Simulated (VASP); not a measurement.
# BN: relaxed cell and band gap, by functional

BN, F-43m (no. 216), 2 atoms in the cell.

| Functional | Volume (Å³/atom) | Change from the starting volume (fraction) | Gap, path and mesh (eV) | Time (s) |
|---|---|---|---|---|
| PBE0 | 5.82 | -0.023 | 6.56 | 596 |
| HF with LDA correlation | 5.62 | -0.057 | 14.06 | 844 |
| RSHXLDA | 5.75 | -0.035 | 11.59 | 677 |

## Input of the first row

INCAR.step1:
```
ALGO = Normal ; EDIFF = 1E-5
ENCUT = 550 ; GGA = PE
GGA_COMPAT = F ; ISIF = 2
ISMEAR = 0 ; KPAR = 4
LASPH = T ; LCHARG = F
LREAL = F ; LWAVE = T
NELM = 150 ; PREC = Accurate
SIGMA = 0.02
```

INCAR.step2:
```
AEXX = 0.25 ; ALGO = Normal
EDIFF = 1E-7 ; EDIFFG = -0.005
ENCUT = 550 ; GGA = PE
GGA_COMPAT = F ; IBRION = 2
ISIF = 3 ; ISMEAR = 0
ISTART = 1 ; KPAR = 4
LASPH = T ; LCHARG = F
LHFCALC = T ; LREAL = F
LWAVE = F ; NELM = 150
NSW = 60 ; PREC = Accurate
PRECFOCK = Normal ; SIGMA = 0.02
```

INCAR.step3, as INCAR.step2 but for:
```
- ISTART = 1
- NSW = 60
+ NSW = 40
```

INCAR.step4, as INCAR.step3 but for:
```
- EDIFFG = -0.005
- IBRION = 2
- ISIF = 3
- NSW = 40
+ HFRCUT = -1
+ ISIF = 2
+ NBANDS = 11
```

KPOINTS:
```
k-points
0
Gamma
  8 8 8
```

KPOINTS_OPT:
```
path GXWKGLUWLK,UX
3
line-mode
reciprocal
 0.0000000000  0.0000000000  0.0000000000  G
 0.5000000000  0.0000000000  0.5000000000  X

 0.5000000000  0.0000000000  0.5000000000  X
 0.5000000000  0.2500000000  0.7500000000  W

 0.5000000000  0.2500000000  0.7500000000  W
 0.3750000000  0.3750000000  0.7500000000  K

 0.3750000000  0.3750000000  0.7500000000  K
 0.0000000000  0.0000000000  0.0000000000  G

 0.0000000000  0.0000000000  0.0000000000  G
 0.5000000000  0.5000000000  0.5000000000  L

 0.5000000000  0.5000000000  0.5000000000  L
 0.6250000000  0.2500000000  0.6250000000  U

 0.6250000000  0.2500000000  0.6250000000  U
 0.5000000000  0.2500000000  0.7500000000  W

 0.5000000000  0.2500000000  0.7500000000  W
 0.5000000000  0.5000000000  0.5000000000  L

 0.5000000000  0.5000000000  0.5000000000  L
 0.3750000000  0.3750000000  0.7500000000  K

 0.6250000000  0.2500000000  0.6250000000  U
 0.5000000000  0.0000000000  0.5000000000  X
```

POSCAR.step1:
```
BN
1.0
    0.0000000000      1.8130010000      1.8130010000
    1.8130010000      0.0000000000      1.8130010000
    1.8130010000      1.8130010000      0.0000000000
N B
1 1
Direct
    0.2500000000      0.2500000000      0.2500000000
    0.0000000000      0.0000000000      0.0000000000
```

Commands (each step's output is kept before the next begins):
```
cat potpaw_PBE.64/N/POTCAR potpaw_PBE.64/B/POTCAR > POTCAR
cp INCAR.step1 INCAR
cp POSCAR.step1 POSCAR
mpirun -np 4 vasp_std > vasp.out
cp INCAR.step2 INCAR
mpirun -np 4 vasp_std > vasp.out
cp CONTCAR POSCAR
rm WAVECAR CHG
cp INCAR.step3 INCAR
mpirun -np 4 vasp_std > vasp.out
cp CONTCAR POSCAR
rm WAVECAR CHG
cp INCAR.step4 INCAR
mpirun -np 4 vasp_std > vasp.out
```

Changes of the last row against the first:
```
- GGA = PE
- AEXX = 0.25
+ GGA = CA
+ LRHFCALC = True
+ HFSCREEN = 0.75
+ ALDAC = 1.0
- cat potpaw_PBE.64/N/POTCAR potpaw_PBE.64/B/POTCAR > POTCAR
+ cat potpaw_LDA.64/N/POTCAR potpaw_LDA.64/B/POTCAR > POTCAR
```

VASP 6.6.1 took 596 s on 4 cores (Intel Xeon 6975P-C (Granite Rapids)), a shared host.
